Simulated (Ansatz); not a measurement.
Crystal: SiMo3.

```
Mo Si
1.0
     4.88900    0.00000    0.00000
     0.00000    4.88900    0.00000
     0.00000    0.00000    4.88900
Mo Si
6 2
Direct
  0.00000 0.50000 0.25000
  0.00000 0.50000 0.75000
  0.50000 0.25000 0.00000
  0.75000 0.00000 0.50000
  0.50000 0.75000 0.00000
  0.25000 0.00000 0.50000
  0.50000 0.50000 0.50000
  0.00000 0.00000 0.00000
```

| Quantity | Value |
| --- | --- |
| Program | Ansatz 0.2.0 |
| Task | relaxation of cell and atoms |
| Functional | LDA |
| Potentials or basis | Ansatz PAW |
| Cutoff | 420 eV (not typed: the program's choice for these potentials) |
| k mesh | 6 × 6 × 6 |
| Occupations | fermi-dirac, width 0.05 eV |
| Spin | no spin polarisation |

At the start: volume 14.61 Å³/atom.

How do energy, volume and symmetry change on relaxing?

It ends after 4 steps and the volume is 14.12 Å³/atom (-3.3 %); space group Pm-3n (No. 223, to 0.05 Å).

Step by step:
| step | energy change (eV) | largest force (eV/Å) | volume (Å³) |
| --- | --- | --- | --- |
| 1 | 0.0000 | 0.0000 | 116.86 |
| 2 | -0.1100 | 0.0000 | 113.23 |
| 3 | -0.1106 | 0.0000 | 112.96 |
| 4 | -0.1102 | 0.0000 | 112.96 |

Final structure:
```
CELL_PARAMETERS angstrom
4.83402 0.00000 0.00000
0.00000 4.83402 0.00000
0.00000 0.00000 4.83402
ATOMIC_POSITIONS crystal
Mo 0.00000 0.50000 0.25000
Mo 0.00000 0.50000 0.75000
Mo 0.50000 0.25000 0.00000
Mo 0.75000 0.00000 0.50000
Mo 0.50000 0.75000 0.00000
Mo 0.25000 0.00000 0.50000
Si 0.50000 0.50000 0.50000
Si 0.00000 0.00000 0.00000
```

Caveat: the plane-wave basis is chosen anew once the cell has moved, so the energies of steps on either side of that aren't comparable; the PAW data sets come from PBE, with cores solved anew for the run's functional, which leaves a small shift of forces and pressure.
